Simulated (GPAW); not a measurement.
**Ge in GPAW: the effect of functional**

The system is Ge.

```xyz
2
Lattice="0.0000 2.8289 2.8289 2.8289 0.0000 2.8289 2.8289 2.8289 0.0000" Properties=species:S:1:pos:R:3 pbc="T T T"
Ge    4.2434    4.2434    4.2434
Ge    2.8289    2.8289    2.8289
```

Alike in all runs:

* Program: GPAW 26.7.0
* Task: dielectric tensor
* Cutoff: 450 eV
* Basis: pw
* k mesh: 7 × 7 × 7
* Occupations: fermi-dirac, width 0.001 eV
* Spin: no spin polarisation

```tsv
functional	potentials or basis	gap on the mesh (eV)	dielectric constant (mean)
RPBE	the program's PAW data sets (release 1.2.1) made for this functional	0.20	34.15
LDA	the program's PAW data sets (release 1.2.1) made for this functional	?	?
AM05	PAW data sets generated in the run's folder for this functional	0.08	234.54
PBEsol	PAW data sets generated in the run's folder for this functional	0.04	1509.56
```

Q: What does the run with functional LDA give?

A: gap on the mesh none; dielectric constant 41.64 mean.

Caveats: the long-wavelength limit can be off by a per cent or two; the gap is small at this level, which inflates the dielectric constant (some runs); an odd mesh through Γ misses points on the zone boundary, where band edges often lie (some runs).

A gap of «none» marks a metal or a gap under the smearing width.

Runs at the PBE level aren't shown here.
